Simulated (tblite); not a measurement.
C7H6O.
Numbering: `[O:1]=[CH:2][c:3]1[cH:4][cH:5][cH:6][cH:7][cH:8]1` (hydrogens: H9 on C2; H10 on C4; H11 on C5; H12 on C6; H13 on C7; H14 on C8)

Geometry (GFN2-xTB, Å), atoms numbered from 1 in this order:
```
atom  x, y, z in Å
O1     2.8386   -1.4484   -0.1452
C2     2.2937   -0.3800   -0.2573
C3     0.8552   -0.1385   -0.0971
C4     0.3305    1.1441   -0.2522
C5    -1.0258    1.3594   -0.0998
C6    -1.8664    0.3003    0.2082
C7    -1.3521   -0.9782    0.3640
C8     0.0023   -1.1992    0.2127
H9     2.8740    0.5336   -0.5019
H10    0.9916    1.9649   -0.4922
H11   -1.4327    2.3524   -0.2201
H12   -2.9259    0.4726    0.3265
H13   -2.0117   -1.7987    0.6034
H14    0.4281   -2.1848    0.3288
```

Method: GFN2-xTB as coded in tblite; computed harmonic values from a numerical Hessian at the method's own geometry, unscaled. Errors from tens to a few hundred cm⁻¹ against measured bands are possible. One conformer, not necessarily the lowest.

Harmonic wavenumbers (cm⁻¹): 100.4, 201.5, 206.4, 366.0, 425.6, 433.1, 586.6, 627.7, 655.4, 737.2, 827.0, 875.3, 906.0, 930.7, 932.6, 936.0, 988.8, 1076.3, 1116.3, 1179.4, 1182.3, 1224.5, 1271.2, 1326.2, 1380.5, 1440.7, 1461.6, 1581.9, 1591.8, 1745.7, 2743.4, 3072.2, 3081.5, 3088.1, 3094.6, 3099.5.

A = 5309, B = 1581, C = 1218 MHz; mass 106.042 u (most abundant isotopes); point group Cs, symmetry number 1.

What is the zero-point energy?

½Σν̃ = 23247 cm⁻¹ = 66.47 kcal/mol.

Give the ideal-gas entropy at 298.15 K and 1 bar in the rigid-rotor, harmonic-oscillator model (classical rotation).

Translation 39.92, rotation 27.84, vibration 13.29: S = 81.0 cal/(mol K).

And Cp and H(298.15 K) − H(0)?

Cp = 26.95 cal/(mol K), of which vibrations give 19.00 (their classical limit is 36 R = 71.5); H(298.15 K) − H(0) = 4.76 kcal/mol without the zero-point energy, 2.39 from vibrations.

Blend soft modes into free rotors: weight 1/[1 + (100 cm⁻¹/ν̃)⁴] for the oscillator and the rest for a rotor with moment μB/(μ + B), μ = h/(8π²ν), B = 10⁻⁴⁴ kg m². What vibrational entropy results?

13.00 cal/(mol K) in place of 13.29, which changes −T·S at 298.15 K by +0.08 kcal/mol.

What must be added to the electronic energy to get the Gibbs energy at 298.15 K and 1 bar?

ZPE + [H(298.15 K) − H(0)] − T·S = 66.47 + 4.76 − 24.16 = 47.07 kcal/mol.

Hindered rotation and anharmonicity are outside this model. Other conformers, if any are populated, would add a mixing term that is left out.
